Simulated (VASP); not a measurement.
# Ag (Fm-3m) in VASP: single point with LDA

Aim: the single point of Ag with LDA.

Everything below comes from runs of VASP 6.6.1. Logs are shortened: lines on timing, memory, paths and dates and some standing lists are left out, and cuts for length are marked.

## 1. Starting point

The structure is cubic, space group Fm-3m (No. 225). Conventional cell: a = 4.085 Å, b = 4.085 Å, c = 4.085 Å, α = 90.00°, β = 90.00°, γ = 90.00°. Ag (site symmetry m-3m) is surrounded by 12 Ag at 2.89 Å.

## 2. Single point, LDA, spin-orbit coupling, no magnetisation

run.py

```python
from ase.calculators.vasp import Vasp
from ase.dft.bandgap import bandgap
from ase.io import read

atoms = read('POSCAR')
calc = Vasp(
    directory='calc',
    xc='lda',
    pp='LDA',
    setups='recommended',
    prec='Accurate',
    encut=520,
    ediff=1e-06,
    ismear=1,
    sigma=0.1,
    lreal=False,
    lasph=True,
    nelm=100,
    algo='Normal',
    isif=2,
    lwave=False,
    lcharg=False,
    lnoncollinear=True,
    lorbit=11,
    lsorbit=True,
    gga_compat=False,
    lmaxmix=4,
    kpts=[8, 8, 8],
    gamma=True,
)
atoms.calc = calc

print('energy (eV):', atoms.get_potential_energy())
print('free energy (eV):', atoms.get_potential_energy(force_consistent=True))
print('forces (eV/A):')
print(atoms.get_forces())
print('stress (eV/A^3, Voigt):', atoms.get_stress())
print('Fermi level (eV):', calc.get_fermi_level())
gap, top, bottom = bandgap(calc)
print('band gap (eV):', gap, 'from (spin, k, band)', top, 'to', bottom)
```

POSCAR

```
Ag
1.0
    0.0000000000      2.0427500000      2.0427500000
    2.0427500000      0.0000000000      2.0427500000
    2.0427500000      2.0427500000      0.0000000000
Ag
1
Direct
    0.0000000000      0.0000000000      0.0000000000
```

Potentials or basis: VASP PAW LDA potentials, release 64 (Ag).

Run with:

```console
$ python run.py
```

The log of the run:

```text
energy (eV): -3.75481579
free energy (eV): -3.75520031
forces (eV/A):
[[ 0.  0. -0.]]
stress (eV/A^3, Voigt): [4.14700552e-02 4.14700552e-02 4.14700552e-02 5.18919069e-08
 6.08235064e-08 5.18919069e-08]
Fermi level (eV): 7.92744959
band gap (eV): 0.0 from (spin, k, band) (None, None, None) to (None, None, None)
```

OUTCAR:

```text
ENCUT = 520.000000
   EDIFF = 1.00e-06
   PREC = Accurate
   ISIF = 2
   ISMEAR = 1
   LORBIT = 11
   NELM = 100
   LASPH = .TRUE.
   LSORBIT = .TRUE.
   LNONCOLLINEAR = .TRUE.
   LREAL = .FALSE.

 ion  position               nearest neighbor table
   1  0.000  0.000  0.000-

  LATTYP: Found a face centered cubic cell.
 ALAT       =     4.0855000000

  Lattice vectors:

 A1 = (   0.0000000000,   2.0427500000,   2.0427500000)
 A2 = (   2.0427500000,   0.0000000000,   2.0427500000)
 A3 = (   2.0427500000,   2.0427500000,   0.0000000000)

Analysis of symmetry for initial positions (statically):
=====================================================================
 Subroutine PRICEL returns:
 Original cell was already a primitive cell.

 Routine SETGRP: Setting up the symmetry group for a
 face centered cubic supercell.

 Subroutine GETGRP returns: Found 48 space group operations
[... 9 lines left out ...]

 Routine SETGRP: Setting up the symmetry group for a
 face centered cubic supercell.

 Subroutine GETGRP returns: Found 48 space group operations
[... 9 lines left out ...]

 Routine SETGRP: Setting up the symmetry group for a
 face centered cubic supercell.

 Subroutine GETGRP returns: Found  6 space group operations
 (whereof  6 operations were pure point group operations)
 out of a pool of 48 trial point group operations.

[... 753 lines left out ...]

 FORCES acting on ions
    electron-ion (+dipol)            ewald-force                    non-local-force                 convergence-correction
 -----------------------------------------------------------------------------------------------
   -.853E-14 0.194E-13 0.451E-16   0.190E-14 0.631E-15 0.283E-15   0.169E-20 0.000E+00 0.000E+00   -.592E-14 -.128E-13 -.872E-14
 -----------------------------------------------------------------------------------------------
   -.853E-14 0.194E-13 0.451E-16   0.190E-14 0.631E-15 0.283E-15   0.169E-20 0.000E+00 0.000E+00   -.592E-14 -.128E-13 -.872E-14

 POSITION                                       TOTAL-FORCE (eV/Angst)
 -----------------------------------------------------------------------------------
      0.00000      0.00000      0.00000         0.000000      0.000000     -0.000000
 -----------------------------------------------------------------------------------
    total drift:                               -0.000000      0.000000     -0.000000

--------------------------------------------------------------------------------------------------------

  FREE ENERGIE OF THE ION-ELECTRON SYSTEM (eV)
  ---------------------------------------------------
  free  energy   TOTEN  =        -3.7552003068 eV

  energy  without entropy=       -3.7540467550  energy(sigma->0) =       -3.75481579

--------------------------------------------------------------------------------------------------------

--------------------------------------------------------------------------------------------------------

 Spin-Orbit-Coupling matrix elements

 Ion:    1  E_soc:     -0.0565015
 l=   1
     0.0000000    -0.0020901    -0.0020901
    -0.0020901     0.0000000    -0.0020901
    -0.0020901    -0.0020901     0.0000000
 l=   2
     0.0000000    -0.0015537     0.0000000    -0.0015537    -0.0057732
    -0.0015537     0.0000000    -0.0043299    -0.0015537    -0.0014433
     0.0000000    -0.0043299     0.0000000    -0.0043299     0.0000000
    -0.0015537    -0.0015537    -0.0043299     0.0000000    -0.0014433
    -0.0057732    -0.0014433     0.0000000    -0.0014433     0.0000000
 l=   3
     0.0000000     0.0000000     0.0000000     0.0000000     0.0000000     0.0000000     0.0000000
     0.0000000     0.0000000     0.0000000     0.0000000     0.0000000     0.0000000     0.0000000
     0.0000000     0.0000000     0.0000000     0.0000000     0.0000000     0.0000000     0.0000000
     0.0000000     0.0000000     0.0000000     0.0000000     0.0000000     0.0000000     0.0000000
     0.0000000     0.0000000     0.0000000     0.0000000     0.0000000     0.0000000     0.0000000
     0.0000000     0.0000000     0.0000000     0.0000000     0.0000000     0.0000000     0.0000000
     0.0000000     0.0000000     0.0000000     0.0000000     0.0000000     0.0000000     0.0000000

 total charge

# of ion       s       p       d       tot
------------------------------------------
    1        0.427   0.302   9.144   9.873

 magnetization (x)

# of ion       s       p       d       tot
------------------------------------------
    1        0.000   0.000   0.000   0.000

 magnetization (y)

# of ion       s       p       d       tot
------------------------------------------
    1        0.000   0.000   0.000   0.000

 magnetization (z)

# of ion       s       p       d       tot
------------------------------------------
    1        0.000   0.000   0.000   0.000

=======================================================================
```

INCAR:

```text
ENCUT = 520.000000
SIGMA = 0.100000
EDIFF = 1.00e-06
ALGO = Normal
PREC = Accurate
ISIF = 2
ISMEAR = 1
LMAXMIX = 4
LORBIT = 11
NELM = 100
LASPH = .TRUE.
LCHARG = .FALSE.
LWAVE = .FALSE.
LSORBIT = .TRUE.
LNONCOLLINEAR = .TRUE.
GGA_COMPAT = .FALSE.
LREAL = .FALSE.
```

It took 23 s on 1 thread of Intel Xeon 6975P-C (Granite Rapids), shared host; peak memory 0.19 GiB.

Results:

```yaml
Free_energy: -3.7552 eV
Pressure: -6.6 GPa
Valence_electrons_inside_the_program's_atomic_spheres: Ag 9.87
```
